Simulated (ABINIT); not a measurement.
The system is KBr.

```
Br K
1.0
     0.00000    3.30000    3.30000
     3.30000    0.00000    3.30000
     3.30000    3.30000    0.00000
Br K
1 1
Cartesian
  3.3000 3.3000 3.3000
  0.0000 0.0000 0.0000
```

- Program: ABINIT 10.8.3 (patched build)
- Task: single point
- Functional: PBE
- Potentials or basis: JTH PAW PBE v2.0
- Cutoff: 435 eV
- k mesh: 7 × 7 × 7
- Occupations: fermi-dirac, width 0.05 eV
- Spin: no spin polarisation

On this cell: pressure 0.7 GPa; largest force zero by symmetry; band gap on the k mesh 4.43 eV, direct.

The same run follows on a disturbed copy (atoms moved at random, drawn with an rms of 0.05 Å):

```
Br K
1.0
     0.00000    3.30000    3.30000
     3.30000    0.00000    3.30000
     3.30000    3.30000    0.00000
Br K
1 1
Cartesian
  3.3323 3.3097 3.3103
  0.0259 -0.0284 0.0328
```

Q: What changes?

A: The energy moves by +0.6 meV/atom; pressure 0.7 GPa; largest force 0.056 eV/Å; band gap on the k mesh 4.43 eV, direct.

Forces on the atoms (eV/Å):
```
Br  -0.008 -0.048  0.028
K    0.008  0.048 -0.028
```

Caveats: an odd mesh through Γ misses points on the zone boundary, where band edges often lie.
